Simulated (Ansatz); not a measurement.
# AlNi: a test of stability by relaxation

The task, for AlNi: break the symmetry and see whether a relaxation comes back.

Computed with Ansatz 0.2.0 (DFT PBEsol, scalar-relativistic, plane waves, PAW, unless a step's input says otherwise).

2 further runs of the same task are left out: 2 set aside as unsound or not needed.

## Step 1: The system as given

The structure is cubic, space group Pm-3m (No. 221). The conventional cell has a = 2.862 Å, b = 2.862 Å, c = 2.862 Å, α = 90.00°, β = 90.00°, γ = 90.00°. Al (site symmetry m-3m) is surrounded by 8 Ni at 2.48 Å. Around Ni (site symmetry m-3m) lie 8 Al at 2.48 Å.

Coordinates:

```xyz
4
Lattice="2.8622 0.0000 0.0000 0.0000 2.8622 0.0000 0.0000 0.0000 5.7243" Properties=species:S:1:pos:R:3 pbc="T T T"
Al    0.0000    0.0000    2.8622
Al    0.0000    0.0000    0.0000
Ni    1.4311    1.4311    1.4311
Ni    1.4311    1.4311    4.2932
```

It is built from the cell relaxed beforehand with the same method (11.72 Å³/atom).

## Step 2: The reference cell

The cell is repeated 2 times, 4 atoms in all. The reference gives a free energy of -12661.7324 eV, pressure 0.07 GPa, largest force 0.000 eV/Å and gap on the mesh none (metal). It was computed beforehand with the settings of the runs below.

## Step 3: Breaking the symmetry

Atom 2 moved 0.15 Å. Displacements in the unstrained cell, with the mean shift removed:

```csv
atom,ux (Å),uy (Å),uz (Å)
Al1,-0.004,-0.033,-0.016
Al2,0.012,0.100,0.049
Ni3,-0.004,-0.033,-0.016
Ni4,-0.004,-0.033,-0.016
```

## Step 4: Single point of the disturbed structure

Contents of input.yaml:

```yaml
crystal:
  lattice:
    - [2.8621655516, 0.0, 0.0]
    - [0.0, 2.8621655516, 0.0]
    - [0.0, 0.0, 5.7243311031]
  atoms:
    - { symbol: Al, position: [-0.0014220541, -0.0116965054, 0.4971350796] }
    - { symbol: Al, position: [0.0042661624, 0.0350895162, 0.0085947612] }
    - { symbol: Ni, position: [0.4985779459, 0.4883034946, 0.2471350796] }
    - { symbol: Ni, position: [0.4985779459, 0.4883034946, 0.7471350796] }
basis:
  ecutwfc: 420
kpoints:
  mp_grid: { grid: [12, 12, 6] }
hamiltonian:
  xc: pbesol
scf:
  occupations: { method: gaussian, width: 0.15 }
output:
  forces: true
  stress: true
  eigenvalues: true
```

Command:

```console
$ ansatz run input.yaml --threads 1 --pin off --max-ram 2560MiB --backend cpu --events-out ev --progress --plain --runs-dir out
```

The program printed, shortened:

```text
Warning: RAYON_NUM_THREADS=1 ignored (pool sized by the plan → 1); use --threads N
[...]
Pseudopotentials: kind: paw
Pseudopotential: Al, paw, valence charge 3, recommended cutoff 420 eV (normal), Al.paw.azcp
Pseudopotential: Ni, paw, valence charge 18, recommended cutoff 420 eV (normal), Ni.paw.azcp
Functional definition: PBEsol
[...]
Crystal: 4 atoms, lattice volume = 46.894 Å³
Basis set: ecut = 420 eV, 927 PW (Γ), exchange–correlation on 40×40×80 points (8 copies of the dense FFT grid, shifted against one another)
Bands: 26, of which v1, the nominal top of the filled ones, is band 21 counted from 1 (20 counted from 0)
Symmetry: 1 space group operations
Space group: P1 (ITA 1), of the structure as read, at distance tolerance 3.6e-5 Å
k-points: 436 of 864 (time reversal used)
[...]
SCF iter   1: F=—  HF=-12661.662871 eV  |F-HF|=—  |Δ(HF+E_count)|=         —  Δρ=1.88e-2  dr2=9.54e-2  ethr=1.77e-3  ⟨swp⟩=5.2  Hψ=49064  notcnv=0
[...]
SCF iter   7: F=-12661.649085 eV  HF=-12661.649085 eV  |F-HF|=1.34e-8  |Δ(HF+E_count)|=   1.01e-7  Δρ=4.31e-6  dr2=1.16e-8  ethr=2.38e-10  ⟨swp⟩=4.5  Hψ=47446  notcnv=0
[...]
SCF converged after 7 iterations
Free energy (F): -12661.649085 eV
[...]
E sigma→0 (E₀):  -12661.639307 eV
Entropy (-TS):   -0.019556 eV (-4.889 meV/atom)
Fermi energy:    14.219463 eV
[...]
--- Forces (eV/Å), atoms counted from 1 ---
  atom   1  Al     0.00837930     0.06731189     0.24977372
  atom   2  Al    -0.11718284    -0.90648163    -0.68172487
  atom   3  Ni     0.06522516     0.50283071     0.31640256
  atom   4  Ni     0.04357835     0.33633489     0.11554365
[...]
--- Stress (GPa, compression-positive) ---
        1.109907       0.176611       0.081418
        0.176611       0.519751       0.625786
        0.081418       0.625786       1.061804
  P = ⅓ Tr σ = 0.8972 GPa (8.972 kbar)
--- Band table (eV; the first three rows and the last of 436) ---
  k-point 0: bands = ["-88.9137", "-88.8086", "-49.4934", "-49.4696", "-49.4426", "-49.3893", "-49.3521", "-49.3370", "2.8839", "7.1720", "7.2816", "10.8167", "10.8363", "11.3479", "11.8565", "11.8772", "12.5460", "12.6082", "12.6150", "12.7627", "13.5327", "19.7357", "19.7386", [...]
[...]
```

Run time: 51 s. Hardware: 1 thread of Intel Xeon Platinum 8259CL at 2.50GHz (Skylake/Cascade Lake), shared host; peak memory 0.75 GiB.

## Step 5: Relaxation of the disturbed structure

input.yaml, as its differences from that of step 4:

```diff
@@ -22 +22,6 @@
   eigenvalues: true
+relax:
+  adjacent_minimum: "off"
+  f_tol: 0.01
+  max_steps: 80
+  cell: { stress_tol: 0.1 }
```

Command:

```console
$ ansatz run input.yaml --threads 1 --pin off --max-ram 2560MiB --backend cpu --events-out ev --progress --plain --runs-dir out
```

The program printed:

```text
Warning: RAYON_NUM_THREADS=1 ignored (pool sized by the plan → 1); use --threads N
Engine: ansatz 0.2.0, x86_64-unknown-linux-gnu
[... 4 set-up lines as earlier in the session ...]
  exchange = pbesol_x
  correlation = pbesol_c
Crystal: 4 atoms, lattice volume = 46.894 Å³
Basis set: ecut = 420 eV, 927 PW (Γ), exchange–correlation on 40×40×80 points (8 copies of the dense FFT grid, shifted against one another)
Bands: 26, of which v1, the nominal top of the filled ones, is band 21 counted from 1 (20 counted from 0)
[... 2 set-up lines as earlier in the session ...]
k-points: 436 of 864 (time reversal used)
Non-local potential: Al, projectors of the file, l = 0: 2, l = 1: 2, l = 2: 1
Non-local potential: Ni, projectors of the file, l = 0: 3, l = 1: 2, l = 2: 3, l = 3: 1
PAW form: soft (Blöchl's): semilocal exchange-correlation on the pseudo side does not see the compensation charge
PAW frozen core: Al, regenerated for the run's functional, and the local potential with it (the file was generated under x = pbe(κ = 0.804, μ = 0.2195149727645171), c = pbe(β = 0.06672455060314922))
PAW frozen core: Ni, regenerated for the run's functional, and the local potential with it (the file was generated under x = pbe(κ = 0.804, μ = 0.2195149727645171), c = pbe(β = 0.06672455060314922))
PAW one-centre angular grid: Al, 110 points (default); XC on 64 Gauss nodes
PAW one-centre angular grid: Ni, 590 points (default); XC on 64 Gauss nodes
Initial density: superposition of atomic densities (neutral atoms: chi_scale 0, normalization atom), corrected by the library's trained network
Initial wavefunctions: pseudopotential atomic-orbital guess
Functional: x = pbesol(κ = 0.804, μ = 0.12345679012345678), c = pbesol(β = 0.046)
SCF iter   1: F=—  HF=-12661.662871 eV  |F-HF|=—  |Δ(HF+E_count)|=         —  Δρ=1.88e-2  dr2=9.54e-2  ethr=1.77e-3  ⟨swp⟩=5.2  Hψ=49064  notcnv=0
preconditioner: auto → Kerker (q_TF=auto, 2.679 Å⁻¹)  [metal: Δε(μ)=0.048 eV  Ē_g=7.217 eV  σ=0.150 eV  W_gap=0.18  n_scr=16 (ndim 8)  ℏωp=27.6 eV  f_vac=0.000  D(μ)=1.81/eV (n_scr^D=16)]
SCF iter   2: F=—  HF=-12661.649729 eV  |F-HF|=—  |Δ(HF+E_count)|=   1.31e-2  Δρ=3.62e-3  dr2=4.23e-3  ethr=2.27e-4  ⟨swp⟩=2.8  Hψ=20773  notcnv=0  defer=93
SCF iter   3: F=—  HF=-12661.649192 eV  |F-HF|=—  |Δ(HF+E_count)|=   5.37e-4  Δρ=1.08e-3  dr2=4.98e-4  ethr=1.01e-5  ⟨swp⟩=1.0  Hψ=11141  notcnv=0  defer=93
SCF iter   4: F=—  HF=-12661.649087 eV  |F-HF|=—  |Δ(HF+E_count)|=   1.05e-4  Δρ=1.77e-4  dr2=1.51e-5  ethr=1.19e-6  ⟨swp⟩=2.3  Hψ=17578  notcnv=0  defer=95
SCF iter   5: F=—  HF=-12661.649086 eV  |F-HF|=—  |Δ(HF+E_count)|=   9.09e-7  Δρ=6.76e-5  dr2=1.90e-6  ethr=3.60e-8  ⟨swp⟩=2.3  Hψ=17506  notcnv=0  defer=95
SCF iter   6: F=—  HF=-12661.649085 eV  |F-HF|=—  |Δ(HF+E_count)|=   4.82e-7  Δρ=4.28e-5  dr2=9.96e-7  ethr=4.51e-9  ⟨swp⟩=2.0  Hψ=16006  notcnv=0  defer=95
SCF iter   7: F=-12661.649085 eV  HF=-12661.649085 eV  |F-HF|=1.34e-8  |Δ(HF+E_count)|=   1.01e-7  Δρ=4.31e-6  dr2=1.16e-8  ethr=2.38e-10  ⟨swp⟩=4.5  Hψ=47440  notcnv=0
SCF 1 converged in 7 iterations: F = -12661.649085 eV  dr2 = 1.16e-8
relax step   1: F+E_penalty+E_count = -12661.64908500 eV  Δ(F+E_penalty+E_count) = +0.000e0 eV  max|allowed force component| = 9.065e-1 eV/Å  Δτ_max = 0.0000 Å  P = +0.897 GPa  Ω = 46.894 Å³  (7 SCF iters, dr2 threshold 1.00e-7 eV, accepted)
Crystal: 4 atoms, lattice volume = 46.833 Å³
Initial density: handed on by an earlier stage of this run
Initial wavefunctions: those handed on with the density
iter 1 solved again at ethr=4.28e-5 eV; its pass at ethr=3.10e-3 eV (dr2=1.80e-2 eV) is discarded
SCF iter   1: F=—  HF=-12661.700324 eV  |F-HF|=—  |Δ(HF+E_count)|=         —  Δρ=4.40e-3  dr2=1.81e-2  ethr=4.28e-5  ⟨swp⟩=1.0  Hψ=45932  notcnv=0
preconditioner: auto → Kerker (q_TF=auto, 2.679 Å⁻¹)  [metal: Δε(μ)=0.030 eV  Ē_g=7.270 eV  σ=0.150 eV  W_gap=0.11  n_scr=16 (ndim 8)  ℏωp=27.7 eV  f_vac=0.000  D(μ)=1.75/eV (n_scr^D=16)]
SCF iter   2: F=—  HF=-12661.698994 eV  |F-HF|=—  |Δ(HF+E_count)|=   1.33e-3  Δρ=2.18e-3  dr2=6.81e-3  ethr=4.28e-5  ⟨swp⟩=1.0  Hψ=11336  notcnv=0
SCF iter   3: F=—  HF=-12661.697945 eV  |F-HF|=—  |Δ(HF+E_count)|=   1.05e-3  Δρ=9.13e-4  dr2=7.97e-4  ethr=1.62e-5  ⟨swp⟩=1.2  Hψ=11902  notcnv=0
SCF iter   4: F=—  HF=-12661.697881 eV  |F-HF|=—  |Δ(HF+E_count)|=   6.42e-5  Δρ=2.34e-4  dr2=2.34e-5  ethr=1.90e-6  ⟨swp⟩=1.2  Hψ=11458  notcnv=0
SCF iter   5: F=—  HF=-12661.697870 eV  |F-HF|=—  |Δ(HF+E_count)|=   1.12e-5  Δρ=4.76e-5  dr2=1.84e-6  ethr=5.57e-8  ⟨swp⟩=2.2  Hψ=15722  notcnv=0
SCF iter   6: F=-12661.697870 eV  HF=-12661.697870 eV  |F-HF|=2.91e-7  |Δ(HF+E_count)|=   1.99e-7  Δρ=2.15e-5  dr2=3.43e-7  ethr=9.52e-10  ⟨swp⟩=5.4  Hψ=50095  notcnv=0
SCF 2 converged in 6 iterations: F = -12661.697870 eV  dr2 = 3.43e-7
relax step   2: F+E_penalty+E_count = -12661.69786955 eV  Δ(F+E_penalty+E_count) = -4.878e-2 eV  max|allowed force component| = 6.152e-1 eV/Å  Δτ_max = 0.0413 Å  P = +0.641 GPa  Ω = 46.833 Å³  energy of the carried Pulay correction = +2.304e-5 eV  (6 SCF iters, dr2 threshold 4.00e-7 eV, accepted)
Crystal: 4 atoms, lattice volume = 46.960 Å³
iter 1 solved again at ethr=5.12e-5 eV; its pass at ethr=3.10e-3 eV (dr2=2.15e-2 eV) is discarded
SCF iter   1: F=—  HF=-12661.738011 eV  |F-HF|=—  |Δ(HF+E_count)|=         —  Δρ=5.15e-3  dr2=2.08e-2  ethr=5.12e-5  ⟨swp⟩=1.0  Hψ=51639  notcnv=0
preconditioner: auto → Kerker (q_TF=auto, 2.678 Å⁻¹)  [metal: Δε(μ)=0.032 eV  Ē_g=7.252 eV  σ=0.150 eV  W_gap=0.12  n_scr=16 (ndim 8)  ℏωp=27.6 eV  f_vac=0.000  D(μ)=1.75/eV (n_scr^D=16)]
SCF iter   2: F=—  HF=-12661.734734 eV  |F-HF|=—  |Δ(HF+E_count)|=   3.28e-3  Δρ=2.98e-3  dr2=8.32e-3  ethr=4.96e-5  ⟨swp⟩=1.0  Hψ=11336  notcnv=0
SCF iter   3: F=—  HF=-12661.732400 eV  |F-HF|=—  |Δ(HF+E_count)|=   2.33e-3  Δρ=7.33e-4  dr2=4.10e-4  ethr=1.98e-5  ⟨swp⟩=2.3  Hψ=16539  notcnv=0
SCF iter   4: F=—  HF=-12661.732366 eV  |F-HF|=—  |Δ(HF+E_count)|=   3.32e-5  Δρ=2.34e-4  dr2=2.71e-5  ethr=9.76e-7  ⟨swp⟩=1.2  Hψ=11589  notcnv=0
SCF iter   5: F=—  HF=-12661.732354 eV  |F-HF|=—  |Δ(HF+E_count)|=   1.23e-5  Δρ=8.57e-5  dr2=5.26e-6  ethr=6.45e-8  ⟨swp⟩=2.1  Hψ=16591  notcnv=0
SCF iter   6: F=—  HF=-12661.732353 eV  |F-HF|=—  |Δ(HF+E_count)|=   5.61e-7  Δρ=3.76e-5  dr2=8.85e-7  ethr=1.25e-8  ⟨swp⟩=1.4  Hψ=14046  notcnv=0
SCF iter   7: F=-12661.732353 eV  HF=-12661.732353 eV  |F-HF|=1.68e-7  |Δ(HF+E_count)|=   7.36e-8  Δρ=1.97e-5  dr2=1.39e-7  ethr=9.52e-10  ⟨swp⟩=5.1  Hψ=48623  notcnv=0
SCF 3 converged in 7 iterations: F = -12661.732353 eV  dr2 = 1.39e-7
relax step   3: F+E_penalty+E_count = -12661.73235324 eV  Δ(F+E_penalty+E_count) = -3.448e-2 eV  max|allowed force component| = 8.355e-3 eV/Å  Δτ_max = 0.0709 Å  P = -0.176 GPa  Ω = 46.960 Å³  energy of the carried Pulay correction = -2.503e-5 eV  (7 SCF iters, dr2 threshold 4.00e-7 eV, accepted)
Crystal: 4 atoms, lattice volume = 46.909 Å³
iter 1 solved again at ethr=7.25e-8 eV; its pass at ethr=3.10e-3 eV (dr2=3.04e-5 eV) is discarded
SCF iter   1: F=—  HF=-12661.732428 eV  |F-HF|=—  |Δ(HF+E_count)|=         —  Δρ=2.01e-4  dr2=2.84e-5  ethr=7.25e-8  ⟨swp⟩=2.0  Hψ=52028  notcnv=0
preconditioner: auto → Kerker (q_TF=auto, 2.678 Å⁻¹)  [metal: Δε(μ)=0.038 eV  Ē_g=7.258 eV  σ=0.150 eV  W_gap=0.14  n_scr=16 (ndim 8)  ℏωp=27.6 eV  f_vac=0.000  D(μ)=1.75/eV (n_scr^D=16)]
SCF iter   2: F=—  HF=-12661.732418 eV  |F-HF|=—  |Δ(HF+E_count)|=   9.51e-6  Δρ=9.06e-5  dr2=1.03e-5  ethr=6.77e-8  ⟨swp⟩=1.0  Hψ=11336  notcnv=0
SCF iter   3: F=—  HF=-12661.732416 eV  |F-HF|=—  |Δ(HF+E_count)|=   2.23e-6  Δρ=3.95e-5  dr2=1.31e-6  ethr=2.44e-8  ⟨swp⟩=2.3  Hψ=15929  notcnv=0
SCF iter   4: F=—  HF=-12661.732416 eV  |F-HF|=—  |Δ(HF+E_count)|=   2.52e-7  Δρ=1.56e-5  dr2=1.42e-7  ethr=3.11e-9  ⟨swp⟩=2.2  Hψ=15720  notcnv=0
iter 5 did not close the SCF: its close was put off for the readings that it lacked (scf_convergence_deferred on its scf_iter line)
SCF iter   5: F=-12661.732416 eV  HF=-12661.732416 eV  |F-HF|=3.51e-9  |Δ(HF+E_count)|=   3.03e-8  Δρ=2.97e-6  dr2=4.64e-9  ethr=3.38e-10  ⟨swp⟩=2.2  Hψ=15618  notcnv=0
SCF iter   6: F=-12661.732416 eV  HF=-12661.732416 eV  |F-HF|=2.12e-9  |Δ(HF+E_count)|=  8.88e-10  Δρ=2.15e-6  dr2=2.11e-9  ethr=1.10e-11  ⟨swp⟩=2.0  Hψ=35201  notcnv=0
SCF 4 converged in 6 iterations: F = -12661.732416 eV  dr2 = 2.11e-9
relax step   4: F+E_penalty+E_count = -12661.73241555 eV  Δ(F+E_penalty+E_count) = -6.231e-5 eV  max|allowed force component| = 6.922e-5 eV/Å  Δτ_max = 0.0012 Å  P = +0.011 GPa  Ω = 46.909 Å³  energy of the carried Pulay correction = -5.742e-6 eV  (6 SCF iters, dr2 threshold 9.66e-8 eV, accepted)
Initial wavefunctions: pseudopotential atomic-orbital guess (no wavefunctions were taken with the density)
iter 1 solved again at ethr=7.00e-8 eV; its pass at ethr=3.10e-3 eV (dr2=2.94e-5 eV) is discarded
SCF iter   1: F=—  HF=-12661.732437 eV  |F-HF|=—  |Δ(HF+E_count)|=         —  Δρ=5.78e-6  dr2=1.37e-8  ethr=7.00e-8  ⟨swp⟩=3.0  Hψ=77788  notcnv=0
SCF iter   2: F=—  HF=-12661.732430 eV  |F-HF|=—  |Δ(HF+E_count)|=   7.64e-6  Δρ=2.71e-6  dr2=2.79e-9  ethr=3.27e-11  ⟨swp⟩=2.1  Hψ=20720  notcnv=0
SCF iter   3: F=—  HF=-12661.732430 eV  |F-HF|=—  |Δ(HF+E_count)|=  2.36e-10  Δρ=1.34e-6  dr2=9.01e-10  ethr=6.65e-12  ⟨swp⟩=1.0  Hψ=11336  notcnv=0
iter 4 did not close the SCF: its close was put off for the readings that it lacked (scf_convergence_deferred on its scf_iter line)
SCF iter   4: F=-12661.732430 eV  HF=-12661.732430 eV  |F-HF|=1.11e-10  |Δ(HF+E_count)|=  9.28e-11  Δρ=4.08e-7  dr2=1.38e-10  ethr=2.14e-12  ⟨swp⟩=1.0  Hψ=11355  notcnv=0
iter 5 did not close the SCF: its close was put off for the readings that it lacked (scf_convergence_deferred on its scf_iter line)
SCF iter   5: F=-12661.732430 eV  HF=-12661.732430 eV  |F-HF|=5.46e-12  |Δ(HF+E_count)|=  3.82e-11  Δρ=1.53e-7  dr2=8.98e-12  ethr=1.00e-12  ⟨swp⟩=1.0  Hψ=11346  notcnv=0
SCF iter   6: F=-12661.732430 eV  HF=-12661.732430 eV  |F-HF|=5.46e-12  |Δ(HF+E_count)|=  3.64e-12  Δρ=1.38e-7  dr2=7.81e-12  ethr=1.00e-12  ⟨swp⟩=2.1  Hψ=33841  notcnv=0
SCF 5 converged in 6 iterations: F = -12661.732430 eV  dr2 = 7.81e-12
relax step   5: F+E_penalty+E_count = -12661.73242980 eV  Δ(F+E_penalty+E_count) = -1.425e-5 eV  max|allowed force component| = 7.335e-5 eV/Å  Δτ_max = 0.0000 Å  P = +0.010 GPa  Ω = 46.909 Å³  stress off target by 1.12e-2 GPa  SCF on the basis re-selected at this cell (its energy is not comparable with the rows above)  (6 SCF iters)
basis re-selected at this cell: Δ(F+E_penalty+E_count) = -1.425e-5 eV, ΔP = -0.001 GPa vs the last step (what re-selecting the basis moved, of the pressure what is left beyond the Pulay correction that the steps carried, after the strain that the cell walked since its last selection, with what the two solves' SCF thresholds leave and, on support functions, any second-order correction that the steps lacked; it is no measure of the basis error at this ecutwfc). This SCF's stress stands 1.12e-2 GPa from its target on what of the cell is left free (relax.cell.stress_tol is 1.00e-1 GPa) and its largest allowed force component is 7.33e-5 eV/Å (relax.f_tol is 1.00e-2 eV/Å): within both
SCF converged after 6 iterations
Free energy (F): -12661.732430 eV
Harris-Foulkes:  -12661.732430 eV  (|F-HF|=5.46e-12)
Internal energy: -12661.712699 eV  (E = F + TS)
E sigma→0 (E₀):  -12661.722564 eV
Entropy (-TS):   -0.019731 eV (-4.933 meV/atom)
Fermi energy:    14.220217 eV
--- Per-component energies (eV) ---
  E_band       = -663.363165
  E_kinetic    = 624.251875
  E_local      = -8838.507964  (includes V_loc(G=0)·N_el)
  E_nonlocal   = 1297.343640
  E_hartree    = 3800.711193
  E_xc         = -251.824602
  E_vxc        = -282.296022  (∫ρ·V_xc dr)
  E_paw        = -4105.526594  (= ΣΔE_a)
  E_vpaw       = -1065.578174  (= ΣTr[D̂ρ^β])
  E_aug_tail   = 0.000781  (compensation charges beyond the density's cutoff)
  E_ewald      = -5188.593883
  E_core_change = 0.432856  (= ΣΔE_core)
  E_smearing   = -0.019731  (= −TS)
  E_closure    = 0.000000  (closes the sum)
  Σ components = -12661.732430   (vs F -12661.732430, Δ=0.00e0)
--- Forces (eV/Å), atoms counted from 1 ---
  atom   1  Al     0.00000719    -0.00000588    -0.00005285
  atom   2  Al    -0.00000523    -0.00007201     0.00007336
  atom   3  Ni    -0.00000023     0.00005332    -0.00003869
  atom   4  Ni    -0.00000172     0.00002461     0.00001822
  max |Σ_I F_I| component: 3.65e-8 eV/Å
--- Stress (GPa, compression-positive) ---
        0.009346       0.000236       0.000109
        0.000236       0.008401       0.000750
        0.000109       0.000750       0.010944
  P = ⅓ Tr σ = 0.0096 GPa (0.096 kbar)
--- Band table (eV; the first three rows and the last of 436) ---
  k-point 0: bands = ["-88.8597", "-88.8581", "-49.4329", "-49.4076", "-49.4076", "-49.4076", "-49.4057", "-49.4057", "2.8861", "7.1821", "7.2596", "10.8456", "10.8457", "11.3399", "11.8819", "11.8820", "12.6120", "12.6121", "12.6122", "12.7049", "13.5365", "19.7366", "19.7373", "19.7385", "22.3622", "22.3626"]
  k-point 1: bands = ["-88.8596", "-88.8582", "-49.4312", "-49.4093", "-49.4075", "-49.4075", "-49.4059", "-49.4059", "3.0158", "5.9816", "8.5282", "10.8355", "10.8767", "11.3045", "11.9242", "11.9243", "12.5548", "12.5549", "12.6182", "12.6986", "13.6329", "18.4946", "19.9077", "19.9084", "22.3668", "22.4439"]
  k-point 2: bands = ["-88.8593", "-88.8585", "-49.4266", "-49.4139", "-49.4071", "-49.4071", "-49.4062", "-49.4062", "3.4022", "4.9055", "9.7006", "10.7584", "10.9630", "11.2097", "12.0438", "12.0439", "12.4059", "12.4059", "12.6351", "12.6815", "14.0428", "16.6214", "20.3991", "20.3998", "22.1414", "22.1420"]
  k-point 435: bands = ["-88.8558", "-88.8558", "-49.4293", "-49.4293", "-49.4293", "-49.4293", "-49.4160", "-49.4160", "9.3230", "9.3231", "10.3689", "10.3690", "10.3690", "10.3690", "11.7548", "11.7548", "13.1731", "13.1731", "13.8024", "13.8024", "13.8024", "13.8025", "15.7950", "15.7950", "17.0446", "17.0447"]
--- Relaxed structure (4 steps of the walk, 4 accepted, 1 SCFs on fresh bases) ---
  F+E_penalty+E_count = -12661.73242980 eV   max|allowed force component| = 7.335e-5 eV/Å   (the final SCF, on the basis selected at the relaxed cell)
  cell:  # Å, volume = 46.9088 Å³
    - [2.862486769275484, -2.681421534438123e-6, -1.2454246082533174e-6]
    - [-2.681421534438123e-6, 2.862543207929058, -8.535566483209225e-6]
    - [-2.4908492164631214e-6, -1.7071132966120227e-5, 5.724782819870609]
  atoms:
    - { symbol: Al, position: [-3.2816840803344764e-7, -5.007621054076033e-7, 0.500000650302139] }
    - { symbol: Al, position: [2.723650617925772e-7, 2.695836624124635e-6, -9.407595693391125e-7] }
    - { symbol: Ni, position: [0.4999999884561672, 0.499998129825101, 0.2500006895103069] }
    - { symbol: Ni, position: [0.500000067447179, 0.4999996751003806, 0.7499996009471235] }
```

Run time: 4.5 min. Hardware: 1 thread of Intel Xeon Platinum 8259CL at 2.50GHz (Skylake/Cascade Lake), shared host; peak memory 0.81 GiB.

The steps of the relaxation:

```
step  E - E(step 1) (eV/cell)  largest force component (eV/Å)  pressure (GPa)  volume (Å³)
   1                   0.0000                          0.9065            0.90        46.89
   2                  -0.0488                          0.6152            0.64        46.83
   3                  -0.0833                          0.0084           -0.18        46.96
   4                  -0.0833                          0.0001            0.01        46.91
   5                  -0.0833                          0.0001            0.01        46.91
```

Step 1 is the start. Step 5 repeats the geometry before it on a plane-wave basis chosen anew for that cell, so its energy need not be comparable with the rows above.

|  | before | after | change |
| --- | --- | --- | --- |
| a (Å) | 2.862 | 2.862 | 0.0 % |
| b (Å) | 2.862 | 2.863 | 0.0 % |
| c (Å) | 5.724 | 5.725 | 0.0 % |
| volume (Å³/atom) | 11.72 | 11.73 | 0.0 % |
| shortest distance (Å) | 2.356 | 2.479 | +5.2 % |
| space group (0.01 Å) | P1 | Pm-3m | changed |

## Step 6: Summary of results

| quantity | value |
| --- | --- |
| cost of the disturbance | 20.8 meV/atom |
| end of the relaxation, from the reference | -0.0 meV/atom |
| final space group | Pm-3m (tolerance 0.05 Å; reference Pm-3m) |
| volume change | +0.03 % |

What this shows: The relaxation returns to the undisturbed structure, within 1.5 meV/atom: a sign of a true local minimum against this disturbance. Spin polarisation is off in the runs that give these values; a magnetic solution could lie lower.
